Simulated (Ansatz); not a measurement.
**LiF: what symmetry allows forces and stress to be**

```yaml
crystal:
  lattice:
    - [3.13015, 0.00000, 0.00000]
    - [-1.56507, 2.71079, 0.00000]
    - [0.00000, 0.00000, 4.77180]
  atoms:
    - { symbol: Li, position: [0.33333, 0.66667, 0.36867] }
    - { symbol: Li, position: [0.66667, 0.33333, 0.86867] }
    - { symbol: F, position: [0.33333, 0.66667, 0.00632] }
    - { symbol: F, position: [0.66667, 0.33333, 0.50632] }
```

Level of theory: Ansatz 0.2.0, DFT PBEsol, scalar-relativistic, plane waves, PAW.

Cutoff 420 eV; k points 9×9×6 on the computed 4-atom cell (Γ-centred); Gaussian smearing, width 0.02 eV; no spin polarisation.

This distorted cell has space group P6_3mc, with 12 operations.

Question: Without a calculation: in which directions can each atom feel a force?

Answer: A force must be left unchanged by every operation that keeps its atom in place, so it lies in the space that those operations leave fixed. Atoms that the group maps onto each other feel forces of one size.
```
atom site symmetry operations at the site equivalent to atom allowed force (Cartesian)
 Li1            3m.                       6                   1   along (0.00, 0.00, 1.00)
 Li2            3m.                       6                   1   along (0.00, 0.00, 1.00)
  F3            3m.                       6                   3   along (0.00, 0.00, 1.00)
  F4            3m.                       6                   3   along (0.00, 0.00, 1.00)
```

That leaves 2 independent force components of 12, tied by 1 condition that the forces sum to zero, so 1 remains. A relaxation in this cell that keeps the symmetry moves the atoms in these directions alone.

Question: And the stress tensor?

Answer: It must be invariant under the point group, which leaves 2 independent components: yz, xz, xy vanish; xx = yy.

Question: Do the computed values obey this?

Answer: Yes. Forces (eV/Å):
```
Li1  0.000  0.000  0.690
Li2  0.000  0.000  0.690
F3   0.000  0.000 -0.690
F4   0.000  0.000 -0.690
```

Stress (GPa, compression positive, xx yy zz yz xz xy): -2.59 -2.59 6.98 0.00 0.00 0.00. The program imposes the same operations on density, forces and stress, so this confirms the analysis and is no independent test of the calculation.

This wurtzite form isn't the usual stable structure of the compound.